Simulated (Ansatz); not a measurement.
Scan of the C2–O3 bond length

C2H3O2 (SMILES CC(=O)[O-]) (charge -1), singlet, at its PBE0-D4/def2-TZVPD minimum:

| atom | x (Å) | y (Å) | z (Å) |
| --- | --- | --- | --- |
| C1 | -0.3309 | 0.5437 | -0.1625 |
| C2 | 0.4778 | -0.7267 | 0.2070 |
| O3 | 0.8545 | -0.7955 | 1.3964 |
| O4 | 0.6421 | -1.5528 | -0.7157 |
| H5 | -0.2763 | 0.7514 | -1.2343 |
| H6 | 0.0148 | 1.4073 | 0.4121 |
| H7 | -1.3820 | 0.3726 | 0.0970 |

The bond length C2–O3 (1.249 Å at the minimum) is set to the values below, the two halves moving rigidly along the bond. Each method's energies count from its own value at the PBE0-D4 minimum structure. Ansatz 0.2.0; basis: def2-TZVPPD; cores frozen in the correlated methods.

CCSD(T) energies along the scan:
```tsv
bond length (Å)	CCSD(T) (eV)
1.125	0.749
1.150	0.467
1.186	0.193
1.229	0.028
1.277	0.004
1.328	0.111
1.382	0.329
1.440	0.642
1.499	1.009
```
They count from the CCSD(T) energy at the PBE0-D4 minimum.

Minimum and curvature along this coordinate at CCSD(T): A fifth-order fit through the nearest points gives 1.261 Å, with a curvature of about 59 eV/Å².

Q: Treat the two halves as rigid bodies and work out the harmonic wavenumber of this stretch from that curvature (ν̃ = 521.5 √(k/μ) cm⁻¹ with k in eV/Å² and μ in u).

A: The halves weigh 43.05 and 16.00 u, so μ = 43.05 × 16.00/59.05 = 11.665 u and ν̃ = 521.5 √(59/11.665) ≈ 1200 cm⁻¹. A true normal mode mixes in other motions, so this is a guide only.

Largest difference from the CCSD(T) curve over the scan: PBE-D4 0.107; PBE0-D4 0.161; HF 0.504 eV. Each curve counts from its own value at the minimum.

T1 diagnostic: at most 0.023.

For scale, one of the runs: CCSD(T)/def2-TZVPPD, 205 basis functions (an equivalent command: `ansatz run in.yaml --threads 2`). Time: 81 s of wall clock on 2 CPU threads; the host was shared. Peak host memory: 2.9 GiB.
